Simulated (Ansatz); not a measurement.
Sb in Ansatz: the effect of functional

Sb:

```
Sb
1.0
    -1.84605    1.84605    1.84605
     1.84605   -1.84605    1.84605
     1.84605    1.84605   -1.84605
Sb
1
Direct
  0.00000 0.00000 0.00000
```

This isn't the form of Sb at room conditions, which is rhombohedral.

The cell isn't the ideal one: volume scaled by 0.96.

Alike in all runs:

```yaml
Program: Ansatz 0.2.0
Task: single point
Potentials_or_basis: Ansatz PAW
k_mesh: 10 × 10 × 10
Occupations: fermi-dirac, width 0.05 eV
Spin: no spin polarisation
```

```csv
functional,cutoff,pressure (GPa)
LDA,420 eV (not typed: the program's choice for these potentials),?
PBEsol,420 eV (not typed: the program's choice for these potentials),3.0
r2SCAN,500 eV (not typed: the program's choice for these potentials),5.7
```

What does the run with functional LDA give?

Pressure 1.7 GPa.

Caveats: the PAW data sets come from PBE, with cores solved anew for the run's functional, which leaves a small shift of forces and pressure.

Runs at the PBE level aren't shown here.
